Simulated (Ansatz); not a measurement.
A film clamped to a substrate in MoS2

Method: Ansatz 0.2.0, DFT PBE+D3(BJ), scalar-relativistic, plane waves, PAW. Cutoff 420 eV, Γ-centred 12×12×12 k-points, Gaussian smearing of 0.05 eV. No spin polarisation. Energies are free energies at this smearing, counted from the undisturbed cell; pressure is positive in compression.

The undisturbed cell (relaxed at this level):

```
Mo S
1.0
     1.57647    0.91018    5.99653
    -1.57647    0.91018    5.99653
     0.00000   -1.82036    5.99653
Mo S
1 2
Cartesian
  0.0000 0.0000 0.0003
  0.0000 0.0000 13.5562
  0.0000 0.0000 10.4290
```

The cell (3 atoms, V0 = 51.63 Å³) is strained by p along both x and y and by q along z, fractional coordinates fixed. τp = (1/V0) ∂E/∂p = (σxx + σyy)(1 + p)(1 + q) and τq = (1/V0) ∂E/∂q = σzz(1 + p)², with tension positive.

```
     p q  ΔE (meV/atom)  τp (GPa)  τq (GPa)
 0.000   0.000           0.00     -0.03      0.00
-0.015   0.000           8.87    -11.19     -3.23
 0.015   0.000           8.12      9.93      2.89
 0.000  -0.015           3.74     -3.21     -4.69
 0.000   0.015           3.57      2.90      4.38
```

**Question.** Get the second derivatives of the energy density.

**Answer.** Central differences give A = ∂τp/∂p = 704 GPa (C11 + C22 + 2 C12), C = ∂τq/∂q = 303 GPa (C33) and the cross term B = ∂τq/∂p = 204 GPa (C13 + C23); ∂τp/∂q = 204 GPa must equal B, and any difference shows higher-order terms. The ions are clamped.

**Question.** A film of this crystal grows with z along the normal on a substrate that imposes p. How does its thickness respond, and what does the misfit cost?

**Answer.** Count p and q from the stress-free cell. A free surface needs τq = 0, so q = −(B/C) p = -0.67 p. The energy density left is (A − B²/C) p²/2 = M p², with the biaxial modulus M = 283 GPa; a misfit of 1 % costs 3.04 meV/atom, against 3.78 meV/atom if the thickness were held.

At p = -0.030 the energies along q are 75.8 (q = -0.030), 51.9 (q = -0.015), 36.7 (q = 0.000), 29.7 (q = 0.015), 30.4 (q = 0.030) meV/atom.

**Question.** Does the linear rule hold at this misfit?

**Answer.** A parabola through the lowest point and its neighbours has its minimum at q = 0.021, 29.1 meV/atom. With the stress left in the starting cell, τp0 and τq0, linear elasticity gives q = −(τq0 + Bp)/C = 0.020 and E = V0(τp0 p + τq0 q + Ap²/2 + Bpq + Cq²/2)/N = 27.5 meV/atom. The two agree within a tenth in energy.

Forces appear on the atoms along this scan, and letting them relax would lower the energy and soften the response.

In-plane strain meets the greater resistance, and biaxial compression thickens the film, as expected when Mo–S bonds resist changes in length. The out-of-plane stiffness of 303 GPa, however, is far too high for MoS2, whose layers are held together by weak dispersion forces. The likely cause is the uniform scaling of the atomic positions: it stretches the covalent S–Mo–S sandwich in the same proportion as the van der Waals gap, whereas in the real crystal the soft gap takes up most of the normal strain. The value therefore largely measures Mo–S bonding, not cohesion between layers.

Compression costs more than equal extension along both strain directions, the usual anharmonicity of steepening short-range repulsion. This probably explains why linear elasticity underestimates the energy at the larger compressive misfit. The near-agreement there supports the linear rule only for this constrained deformation. The thickness ratio of -0.67 isn't a reliable prediction for a real film, and since internal relaxation changes both the coupling and the normal stiffness, even the direction of its error remains open.
